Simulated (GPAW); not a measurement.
The system is CuI (Marshite).

```
I Cu
1.0
     0.00000    3.03150    3.03150
     3.03150    0.00000    3.03150
     3.03150    3.03150    0.00000
I Cu
1 1
Direct
  0.00000 0.00000 0.00000
  0.75000 0.75000 0.75000
```

```yaml
Program: GPAW 26.7.0
Task: relaxation of cell and atoms
Functional: RPBE
Dispersion: D4
Potentials_or_basis: the program's PAW data sets (release 1.2.1) made for this functional
Cutoff: 600 eV
Basis: pw
k_mesh: 8 × 8 × 8
Occupations: fermi-dirac, width 0.05 eV
Spin: no spin polarisation
```

At the start: pressure -1.5 GPa; volume 27.86 Å³/atom.

Question: How do energy, volume and symmetry change on relaxing?

Answer: Over 14 steps the energy falls by 4.8 meV/atom and the volume is 26.79 Å³/atom (-3.8 %); space group F-43m (No. 216, to 0.05 Å).

Step by step:
| step | energy change (eV) | largest force (eV/Å) | pressure (GPa) | volume (Å³) |
| --- | --- | --- | --- | --- |
| 1 | 0.0000 | 0.0000 | -1.55 | 55.72 |
| 2 | -0.0020 | 0.0000 | -1.40 | 55.49 |
| 3 | -0.0052 | 0.0000 | -1.11 | 55.07 |
| 4 | -0.0082 | 0.0000 | -0.68 | 54.49 |
| 5 | -0.0097 | 0.0000 | -0.16 | 53.83 |
| 6 | -0.0089 | 0.0000 | 0.42 | 53.15 |
| 7 | -0.0089 | 0.0000 | 0.41 | 53.17 |
| 8 | -0.0090 | 0.0000 | 0.39 | 53.19 |
| 9 | -0.0091 | 0.0000 | 0.35 | 53.23 |
| 10 | -0.0092 | 0.0000 | 0.30 | 53.29 |
| 11 | -0.0094 | 0.0000 | 0.25 | 53.35 |
| 12 | -0.0095 | 0.0000 | 0.19 | 53.42 |
| 13 | -0.0096 | 0.0000 | 0.12 | 53.50 |
| 14 | -0.0097 | 0.0000 | 0.05 | 53.59 |

Final structure:
```cif
data_structure
_symmetry_space_group_name_H-M 'P 1'
_symmetry_Int_Tables_number 1
_cell_length_a 4.2318
_cell_length_b 4.2318
_cell_length_c 4.2318
_cell_angle_alpha 60.000
_cell_angle_beta 60.000
_cell_angle_gamma 60.000
_cell_volume 53.59
loop_
_atom_site_label
_atom_site_type_symbol
_atom_site_fract_x
_atom_site_fract_y
_atom_site_fract_z
_atom_site_occupancy
I1 I 0.00000 0.00000 0.00000 1
Cu1 Cu 0.75000 0.75000 0.75000 1
```

Caveat: with this Cu data set, volumes or pressures lay over 1.5 % or 2 GPa off other programs in two to four cells of ten; later steps reuse the first step's grids.
